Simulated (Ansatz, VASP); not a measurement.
## Two plane-wave programs on MgO

The input INCAR:

```
SYSTEM = MgO
PREC = Accurate
ENCUT = 520
EDIFF = 1E-6
ISMEAR = 0
SIGMA = 0.05
LREAL = .False.
LASPH = .True.
NELM = 80
ALGO = Normal
ISIF = 2
LWAVE = .False.
LCHARG = .False.
GGA = PE
NBANDS = 11
```

KPOINTS

```
Automatic mesh
0
Gamma
  10 10 10
  0 0 0
```

The input POSCAR:

```
MgO
1.0
    0.0266893750      2.1351500000      2.1351500000
    2.1351500000      0.0266893750      2.1351500000
    2.1618393750      2.1618393750      0.0000000000
Mg O
1 1
Direct
    0.0000000000      0.0000000000      0.0000000000
    0.5000000000      0.5000000000      0.5000000000
```

Input for Ansatz:

```yaml
crystal:
  lattice:
    - [0.026689375, 2.13515, 2.13515]
    - [2.13515, 0.026689375, 2.13515]
    - [2.161839375, 2.161839375, 0.0]
  atoms:
    - { symbol: Mg, position: [0.0, 0.0, 0.0] }
    - { symbol: O, position: [0.5, 0.5, 0.5] }
basis:
  ecutwfc: 420
kpoints:
  mp_grid: { grid: [10, 10, 10] }
hamiltonian:
  xc: pbe
scf:
  occupations: { method: gaussian, width: 0.05 }
output:
  forces: true
  stress: true
  eigenvalues: true
```

Change from the starting cell: strain +0.0250 x Voigt [0, 0, 0, 0, 0, 1], atoms carried along.

Alike in both runs: task single point; functional PBE; k mesh 10 × 10 × 10; occupations gaussian, width 0.05 eV; no spin polarisation.

```csv
,VASP,Ansatz
version,VASP 6.6.1,Ansatz 0.2.0
potentials or method,"VASP PAW PBE potentials, release 64 (Mg, O)","scalar-relativistic, plane waves, PAW"
plane-wave cutoff (eV),520,420
valence electrons in the cell,8,16
```

```csv
,VASP,Ansatz,Ansatz less VASP
gap on the k mesh at the Fermi level (eV),4.24,4.26,+0.018
least direct gap on the mesh (eV),4.24,4.26,+0.018
pressure (GPa),-2.4,-1.7,+0.75
largest component of the traceless stress (GPa),3.52,3.49,-0.027
```

The functional is the same, so the differences come from potentials, cutoffs and numerics. The two sets of potentials don't hold the same shells in valence.
